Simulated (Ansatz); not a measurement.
# BeS: single point with PBE0

Crystal: BeS.

```
S Be
1.0
     0.00000    2.42500    2.42500
     2.42500    0.00000    2.42500
     2.42500    2.42500    0.00000
S Be
1 1
Direct
  0.75000 0.75000 0.75000
  0.00000 0.00000 0.00000
```

```yaml
Program: Ansatz 0.2.0
Task: single point
Functional: PBE0
Potentials_or_basis: all-electron PAW datasets made for the crystal
Cutoff: 310 eV (chosen from the basis error)
k_mesh: 6 × 6 × 6
Occupations: fermi-dirac, width 0.05 eV
Spin: no spin polarisation
```

| Property | Result |
| --- | --- |
| Pressure | 0.2 GPa |
| Band gap on the k mesh | 4.77 eV, indirect (least direct gap 7.61 eV) |

Levels at points of the mesh, in eV from the valence-band top:
| k point | band 1 | band 2 | band 3 | band 4 | band 5 | band 6 |
| --- | --- | --- | --- | --- | --- | --- |
| (0.00, 0.00, 0.00) | -15.15 | 0.00 | 0.00 | 0.00 | 7.61 | 7.61 |
| (0.00, 0.00, -0.50) | -13.36 | -6.42 | -1.14 | -1.14 | 7.34 | 8.52 |
| (0.00, -0.50, -0.50) | -12.76 | -5.60 | -2.90 | -2.90 | 4.77 | 6.70 |

Wall time 27 s on 1 thread of Intel(R) Xeon(R) Platinum 8488C (Sapphire Rapids), with other jobs on the host, peak memory 0.61 GiB.

A k mesh can miss the band edges.
